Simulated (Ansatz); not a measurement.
# Si2W (I4/mmm) in Ansatz: settings compared

The runs below take Si2W through projected density of states, with LDA, PBE, PBEsol.

Program: Ansatz 0.2.0. These are calculated values, not measurements. Logs are shortened: lines on timing, memory, paths and dates and some standing lists are left out, and cuts for length are marked.

## 1. The structure

It takes space group I4/mmm (No. 139, tetragonal). Conventional cell: a = 3.214 Å, b = 3.214 Å, c = 7.830 Å, α = 90.00°, β = 90.00°, γ = 90.00°. W (site symmetry 4/mmm) has 10 Si at 2.62 Å as nearest neighbours. Around Si (site symmetry 4mm) lie 5 Si at 2.59 to 2.63 Å and 5 W at 2.62 Å.

## 2. Projected density of states, LDA

Contents of input.yaml:

```yaml
crystal:
  lattice:
    - [-1.6069, 1.6069, 3.91495]
    - [1.6069, -1.6069, 3.91495]
    - [1.6069, 1.6069, -3.91495]
  atoms:
    - { symbol: W, position: [0.0, 0.0, 0.0] }
    - { symbol: Si, position: [0.6653, 0.6653, 0.0] }
    - { symbol: Si, position: [0.3347, 0.3347, 0.0] }
hamiltonian:
  xc: lda
  pseudopotentials: { kind: paw }
kpoints:
  mp_grid: { grid: [7, 7, 7] }
scf:
  occupations: { method: fermi_dirac, width: 0.05 }
  n_extra_bands: 7
output:
  forces: true
  stress: true
  eigenvalues: true
  dos: { projected: true, de: 0.05, nscf_kmesh: { grid: [11, 11, 11] } }
```

Potentials or basis: Ansatz PAW.

Command:

```console
$ ansatz run input.yaml --threads 2 --pin off --max-ram 5632MiB --backend cpu --events-out ev --progress --plain --runs-dir out
```

What it wrote:

```text
Warning: RAYON_NUM_THREADS=2 ignored (pool sized by the plan → 2); use --threads N
scf.n_extra_bands = 7 over 11 filled bands (N_el = 22.0): the run solves 18 bands
Engine: ansatz 0.2.0, aarch64-unknown-linux-gnu
Pseudopotentials: kind: paw
Pseudopotential: W, paw, valence charge 14, recommended cutoff 420 eV (normal), W.paw.azcp
Pseudopotential: Si, paw, valence charge 4, recommended cutoff 420 eV (normal), Si.paw.azcp
Functional definition: SPW92
  exchange = slater_x
  correlation = pw_c
Crystal: 3 atoms, lattice volume = 40.436 Å³
Basis set: ecut = 420 eV, 793 PW (Γ)
Bands: 18, of which v1, the nominal top of the filled ones, is band 11 counted from 1 (10 counted from 0)
Symmetry: 16 space group operations
Space group: I4/mmm (ITA 139), of the structure as read, at distance tolerance 3.4e-5 Å
k-points: 40 of 343
Non-local potential: W, projectors of the file, l = 0: 3, l = 1: 2, l = 2: 2, l = 3: 1
Non-local potential: Si, projectors of the file, l = 0: 2, l = 1: 2, l = 2: 2
PAW form: soft (Blöchl's): semilocal exchange-correlation on the pseudo side does not see the compensation charge
PAW frozen core: W, regenerated for the run's functional, and the local potential with it (the file was generated under x = pbe(κ = 0.804, μ = 0.2195149727645171), c = pbe(β = 0.06672455060314922))
PAW frozen core: Si, regenerated for the run's functional, and the local potential with it (the file was generated under x = pbe(κ = 0.804, μ = 0.2195149727645171), c = pbe(β = 0.06672455060314922))
PAW one-centre angular grid: W, 590 points (default); XC on 64 Gauss nodes
PAW one-centre angular grid: Si, 110 points (default); XC on 64 Gauss nodes
Initial density: superposition of atomic densities (neutral atoms: chi_scale 0, normalization atom), corrected by the library's trained network
Initial wavefunctions: pseudopotential atomic-orbital guess
Functional: x = slater, c = lda
SCF iter   1: F=—  HF=-11348.449503 eV  |F-HF|=—  |Δ(HF+E_count)|=         —  Δρ=6.72e-3  dr2=1.98e-2  ethr=1.77e-3  ⟨swp⟩=5.5  Hψ=4059  notcnv=0
preconditioner: auto → none  [insulator: Δε(μ)=0.284 eV  Ē_g=9.741 eV  σ=0.050 eV  W_gap=0.61  n_scr=10 (ndim 8)  ℏωp=21.8 eV  f_vac=0.000  D(μ)=0.27/eV (n_scr^D=0)  ε∞_Penn≈6.0]
SCF iter   2: F=—  HF=-11348.445678 eV  |F-HF|=—  |Δ(HF+E_count)|=   3.83e-3  Δρ=3.05e-3  dr2=3.19e-3  ethr=9.00e-5  ⟨swp⟩=1.4  Hψ=1055  notcnv=0  defer=22
SCF iter   3: F=—  HF=-11348.445101 eV  |F-HF|=—  |Δ(HF+E_count)|=   5.77e-4  Δρ=3.67e-4  dr2=3.94e-5  ethr=1.45e-5  ⟨swp⟩=1.9  Hψ=769  notcnv=0  defer=22
SCF iter   4: F=—  HF=-11348.445098 eV  |F-HF|=—  |Δ(HF+E_count)|=   2.48e-6  Δρ=4.39e-5  dr2=8.86e-7  ethr=1.79e-7  ⟨swp⟩=2.1  Hψ=875  notcnv=0  defer=22
iter 5 did not close the SCF: its close was put off for the readings that it lacked (scf_convergence_deferred on its scf_iter line)
SCF iter   5: F=-11348.445098 eV  HF=-11348.445098 eV  |F-HF|=4.13e-8  |Δ(HF+E_count)|=   1.64e-7  Δρ=1.47e-5  dr2=7.02e-8  ethr=4.03e-9  ⟨swp⟩=2.0  Hψ=919  notcnv=0  defer=22
SCF iter   6: F=-11348.445098 eV  HF=-11348.445098 eV  |F-HF|=7.62e-10  |Δ(HF+E_count)|=   1.54e-8  Δρ=3.97e-6  dr2=2.96e-9  ethr=3.19e-10  ⟨swp⟩=6.3  Hψ=3159  notcnv=0
SCF 1 converged in 6 iterations: F = -11348.445098 eV  dr2 = 2.96e-9
NSCF: frozen V_eff on 126 k-points
SCF converged after 6 iterations
Free energy (F): -11348.445098 eV
Harris-Foulkes:  -11348.445098 eV  (|F-HF|=7.62e-10)
Internal energy: -11348.442815 eV  (E = F + TS)
E sigma→0 (E₀):  -11348.443956 eV
Entropy (-TS):   -0.002284 eV (-0.761 meV/atom)
Fermi energy:    16.393912 eV
--- Per-component energies (eV) ---
  E_band       = -85.825042
  E_kinetic    = 542.310994
  E_local      = -956.602319  (includes V_loc(G=0)·N_el)
  E_nonlocal   = 58.648841
  E_hartree    = 373.099665
  E_xc         = -379.623631
  E_vxc        = -339.732490  (∫ρ·V_xc dr)
  E_paw        = -9282.245487  (= ΣΔE_a)
  E_vpaw       = -136.649702  (= ΣTr[D̂ρ^β])
  E_aug_tail   = -0.000067  (compensation charges beyond the density's cutoff)
  E_ewald      = -1704.482625
  E_core_change = 0.451814  (= ΣΔE_core)
  E_smearing   = -0.002284  (= −TS)
  E_closure    = 0.000000  (closes the sum)
  Σ components = -11348.445098   (vs F -11348.445098, Δ=0.00e0)
--- Forces (eV/Å), atoms counted from 1 ---
  atom   1  W     -0.00000000     0.00000000     0.00000000
  atom   2  Si     0.00000000     0.00000000    -0.08784457
  atom   3  Si     0.00000000    -0.00000000     0.08784457
  max |Σ_I F_I| component: 6.94e-18 eV/Å
--- Stress (GPa, compression-positive) ---
       -5.622214       0.000000      -0.000000
        0.000000      -5.622214      -0.000000
        0.000000       0.000000      -6.077349
  P = ⅓ Tr σ = -5.7739 GPa (-57.739 kbar)
--- Band table (eV; the first three rows and the last of 40) ---
  k-point 0: bands = ["-57.3014", "-21.5937", "-21.5602", "-21.5602", "2.4511", "9.6502", "12.7459", "13.1225", "13.6295", "13.6295", "17.0606", "19.1843", "19.4875", "19.5627", "19.5627", "21.0396", "22.1228", "22.1228"]
  k-point 1: bands = ["-57.2986", "-21.5998", "-21.5956", "-21.5860", "3.1000", "10.2055", "11.5798", "12.3424", "13.2935", "14.7448", "14.7715", "18.7933", "19.9587", "19.9892", "20.6120", "20.7786", "23.1830", "23.4416"]
  k-point 2: bands = ["-57.2921", "-21.6817", "-21.6745", "-21.5692", "4.8377", "10.4652", "10.6094", "10.8903", "13.2812", "13.8706", "14.3170", "18.8979", "19.8009", "20.1812", "20.6613", "20.8273", "21.5957", "23.8391"]
  k-point 39: bands = ["-57.2999", "-21.6053", "-21.6029", "-21.5574", "4.9348", "5.8584", "11.8994", "13.4906", "15.0796", "15.4330", "16.0505", "16.1176", "17.7427", "21.4500", "21.5022", "21.9239", "24.0444", "24.1736"]
```

Wall time 3 s (2 threads of Arm Neoverse V1, shared host); peak memory 0.31 GiB.

Results:

- Free energy: -11348.4451 eV
- Pressure: -5.8 GPa
- Largest force: 0.088 eV/Å
- Band gap on the k mesh: none (metal or under the smearing width)
- Density of states at the Fermi level: 0.22 states/eV per cell

Forces on the atoms (eV/Å):
```
W    0.000  0.000  0.000
Si   0.000  0.000 -0.088
Si   0.000  0.000  0.088
```

Stress tensor (GPa, compression positive):
```
-5.62  0.00  0.00
 0.00 -5.62  0.00
 0.00  0.00 -6.08
```

States per cell in windows of 1 eV (zero at the Fermi level; states under -8 eV left out):
```
from (eV)  total  W 5d  Si 3p  Si 3s  W 6s  W 5p
     -8.0   0.61  0.17   0.25   0.17  0.02  0.00
     -7.0   0.98  0.24   0.59   0.08  0.05  0.01
     -6.0   0.93  0.25   0.53   0.09  0.04  0.01
     -5.0   1.28  0.48   0.52   0.17  0.07  0.01
     -4.0   1.56  0.77   0.55   0.15  0.05  0.01
     -3.0   3.60  1.93   1.40   0.14  0.02  0.03
     -2.0   1.13  0.67   0.37   0.05  0.00  0.00
     -1.0   0.66  0.52   0.10   0.01  0.00  0.00
      0.0   0.51  0.26   0.15   0.07  0.00  0.00
      1.0   1.35  0.64   0.38   0.20  0.04  0.00
      2.0   2.31  1.09   0.58   0.33  0.13  0.00
      3.0   1.72  0.59   0.44   0.21  0.22  0.00
      4.0   2.09  0.58   0.71   0.25  0.17  0.00
      5.0   1.56  0.32   0.64   0.14  0.08  0.00
      6.0   1.60  0.26   0.69   0.12  0.07  0.00
      7.0   1.56  0.19   0.67   0.09  0.07  0.00
```

Caveat: the k mesh is coarse (spacing up to 0.39 Å⁻¹), so the values aren't converged; the PAW data sets come from PBE, with cores solved anew for the run's functional, which leaves a small shift of forces and pressure. The run has no spin-orbit coupling, so splittings on W are missing.

## 3. Projected density of states, PBE

Edit input.yaml of step 2 so:

```diff
@@ -10,3 +10,3 @@
 hamiltonian:
-  xc: lda
+  xc: pbe
   pseudopotentials: { kind: paw }
@@ -22 +22,5 @@
   dos: { projected: true, de: 0.05, nscf_kmesh: { grid: [11, 11, 11] } }
+  write_density: true
+  write_potential: true
+  elf: true
+  volumetric_format: npy
```

Potentials or basis: Ansatz PAW.

Command:

```console
$ ansatz run input.yaml --threads 2 --pin off --max-ram 5632MiB --backend cpu --events-out ev --progress --plain --runs-dir out
```

It took 3 s on 2 threads of Arm Neoverse V1, shared host; peak memory 0.35 GiB.

Results (log left out):

* Free energy: -11657.4568 eV
* Pressure: 3.3 GPa
* Largest force: 0.038 eV/Å
* Band gap on the k mesh: none (metal or under the smearing width)
* Density of states at the Fermi level: 0.22 states/eV per cell

Forces in eV/Å, atoms in the order of the input:
```
W    0.000  0.000  0.000
Si   0.000  0.000  0.038
Si   0.000  0.000 -0.038
```

Stress tensor (GPa, compression positive):
```
3.20 0.00 0.00
0.00 3.20 0.00
0.00 0.00 3.40
```

Levels at points of the mesh, in eV from the Fermi level:
```
           k point  band 8  band 9  band 10  band 11  band 12  band 13  band 14  band 15
(0.00, 0.00, 0.00)   -3.26   -2.78    -2.78     0.68     2.81     3.00     3.14     3.14
```

States per cell in windows of 1 eV (zero at the Fermi level; states under -8 eV left out):
```tsv
from (eV)	total	W 5d	Si 3p	Si 3s	W 6s	W 5p
-8.0	0.61	0.16	0.26	0.15	0.02	0.00
-7.0	1.06	0.25	0.66	0.07	0.05	0.01
-6.0	0.85	0.24	0.47	0.09	0.03	0.01
-5.0	1.34	0.52	0.53	0.17	0.08	0.01
-4.0	1.64	0.82	0.57	0.15	0.05	0.01
-3.0	3.55	1.88	1.40	0.13	0.02	0.02
-2.0	1.03	0.65	0.31	0.04	0.00	0.00
-1.0	0.60	0.48	0.09	0.01	0.00	0.00
0.0	0.55	0.27	0.17	0.08	0.00	0.00
1.0	1.41	0.66	0.39	0.21	0.05	0.00
2.0	2.31	1.08	0.57	0.33	0.14	0.00
3.0	1.73	0.60	0.44	0.21	0.20	0.00
4.0	2.06	0.56	0.70	0.24	0.17	0.00
5.0	1.60	0.33	0.64	0.14	0.07	0.00
6.0	1.61	0.27	0.68	0.13	0.06	0.00
7.0	1.51	0.18	0.63	0.08	0.07	0.00
```

Caveat: the k mesh is coarse (spacing up to 0.39 Å⁻¹), so the values aren't converged. Spin-orbit coupling is left out, which matters for the levels of W.

## 4. Projected density of states, PBEsol

Edit input.yaml of step 3 so:

```diff
@@ -10,3 +10,3 @@
 hamiltonian:
-  xc: pbe
+  xc: pbesol
   pseudopotentials: { kind: paw }
```

Command:

```console
$ ansatz run input.yaml --threads 2 --pin off --max-ram 5632MiB --backend cpu --events-out ev --progress --plain --runs-dir out
```

It took 3.1 s on 2 threads of Arm Neoverse V1, shared host; peak memory 0.35 GiB.

Results (log left out):

```
Free energy                          : -11500.8959 eV
Pressure                             : -2.0 GPa
Largest force                        : 0.015 eV/Å
Band gap on the k mesh               : none (metal or under the smearing width)
Density of states at the Fermi level : 0.22 states/eV per cell
```

Forces in eV/Å, atoms in the order of the input:
```
W    0.000  0.000  0.000
Si   0.000  0.000 -0.015
Si   0.000  0.000  0.015
```

Stress tensor (GPa, compression positive):
```
-2.05  0.00  0.00
 0.00 -2.05  0.00
 0.00  0.00 -1.85
```

Levels at points of the mesh, in eV from the Fermi level:
```tsv
k point	band 7	band 8	band 9	band 10	band 11	band 12	band 13	band 14	band 15	band 16
(0.00, 0.00, 0.00)	-3.65	-3.29	-2.77	-2.77	0.68	2.83	2.98	3.16	3.16	4.67
```

States per cell in windows of 1 eV (zero at the Fermi level; states under -8 eV left out):
```
from (eV)  total  W 5d  Si 3p  Si 3s  W 6s  W 5p
     -8.0   0.62  0.17   0.25   0.17  0.02  0.00
     -7.0   1.00  0.24   0.61   0.08  0.05  0.01
     -6.0   0.90  0.25   0.52   0.09  0.04  0.01
     -5.0   1.27  0.48   0.52   0.17  0.07  0.01
     -4.0   1.55  0.76   0.54   0.15  0.05  0.01
     -3.0   3.60  1.92   1.40   0.14  0.02  0.03
     -2.0   1.13  0.67   0.37   0.05  0.00  0.00
     -1.0   0.67  0.53   0.10   0.01  0.00  0.00
      0.0   0.48  0.24   0.14   0.07  0.00  0.00
      1.0   1.29  0.61   0.36   0.19  0.04  0.00
      2.0   2.29  1.07   0.57   0.33  0.13  0.00
      3.0   1.77  0.64   0.44   0.21  0.22  0.00
      4.0   2.10  0.59   0.69   0.25  0.17  0.00
      5.0   1.54  0.32   0.61   0.14  0.08  0.00
      6.0   1.58  0.27   0.68   0.13  0.06  0.00
      7.0   1.58  0.20   0.66   0.09  0.07  0.00
```

Caveat: the k mesh is coarse (spacing up to 0.39 Å⁻¹), so the values aren't converged; the PAW data sets come from PBE, with cores solved anew for the run's functional, which leaves a small shift of forces and pressure.

## 5. Summary

```csv
level,gap on the mesh (eV),pressure (GPa),largest force (eV/Å)
LDA,none,-5.8,0.09
PBE,none,3.3,0.04
PBEsol,none,-2.0,0.01
```

Alike in all rows: task projected density of states; potentials or basis Ansatz PAW; no spin polarisation; cell as given; k mesh 7 × 7 × 7; cutoff (eV) 420; smearing fermi-dirac 0.05 eV; the mesh is coarse, so values aren't converged.

Caveats: all runs use coarse meshes; the PAW data sets come from PBE, with cores solved anew for the run's functional, which leaves a small shift of forces and pressure (some runs).

Total energies depend on the potentials used, so only differences within one code and one set of settings carry meaning.
